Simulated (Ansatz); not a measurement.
Calculated with Ansatz (gas phase, PBE0-D4/def2-TZVP geometries, no zero-point term in ΔE). CCSD(T)/CBS adds triple-zeta CCSD(T) − MP2 to the extrapolated MP2 energy (def2 sets, frozen cores). This one scheme is used for every species. Functionals use def2-TZVPP. HSE06 is defined as in plane-wave codes. def2 core potentials past Kr. For I outer-core shells are correlated without core-valence functions, which leaves a few kJ/mol of doubt a bond. One conformer a species, not always the lowest.

`FC(F)/C=C/I` + H–F → trifluoromethane + `C=CI`  (substitution at a C–C bond)

`FC(F)/C=C/I`:

Z-matrix (Å, degrees):
```
C
F 1 1.354
C 1 1.493 2 111.8
F 1 1.361 2 107.6 3 -120.3
H 1 1.096 2 107.8 3 124.3
C 3 1.321 1 122.4 2 6.0
H 3 1.085 1 115.1 2 -174.5
I 6 2.069 3 123.5 1 179.7
H 6 1.082 3 122.6 1 -0.3
```

H–F:

Cartesian coordinates in Å:
```
F -0.291 -0.305 0.184
H 0.291 0.305 -0.184
```

`FC(F)F`:

Cartesian coordinates in Å:
```
F -0.074 0.904 -0.947
C -0.010 0.027 0.053
F -0.921 -0.921 -0.157
F 1.196 -0.536 0.044
H -0.192 0.525 1.008
```

`C=CI`:

Z-matrix (Å, degrees):
```
C
C 1 1.320
H 1 1.086 2 119.6
H 1 1.083 2 122.8 3 180.0
I 2 2.078 1 123.7 3 180.0
H 2 1.082 1 123.5 3 0.0
```

```
     level  ΔE (kJ/mol)
r2SCAN0-D4         -7.4
  HSE06-D4         -2.9
    r2SCAN        -10.4
   LC-ωPBE         -6.0
```

(1) What does CCSD(T)/CBS give? (Best estimate.)

Largest T1 diagnostic among the species: 0.012.

Results:

(1) The calculation gave: +6.5 kJ/mol. The listed levels differ from it by -13.9, -9.4, -16.9, -12.5 kJ/mol.

The D4 term adds +7.0 kJ/mol with B3LYP and +4.1 kJ/mol with PBE0; it sums over pairs of atoms, weighted by their polarisabilities, and B3LYP, whose exchange is more repulsive, gets the larger term. In def2-TZVPP, CCSD(T) changes the Hartree–Fock value by +24.1 kJ/mol (the triples alone add +2.1 kJ/mol) and MP2 by +30.5 kJ/mol. Leaving LDA and LC-ωPBE aside and taking each functional with its dispersion term where it has one, the values, not all of them listed here, spread over 11.5 kJ/mol, from B97M-V to revPBE-D4. LDA lies +3.9 kJ/mol from PBE without D4.

CCSD(T)/CBS has its own doubt, a few kJ/mol and more with outer-core shells, so smaller differences from it don't rank the levels.

B3LYP here is the variant with VWN-RPA as its local correlation; programs differ in this.
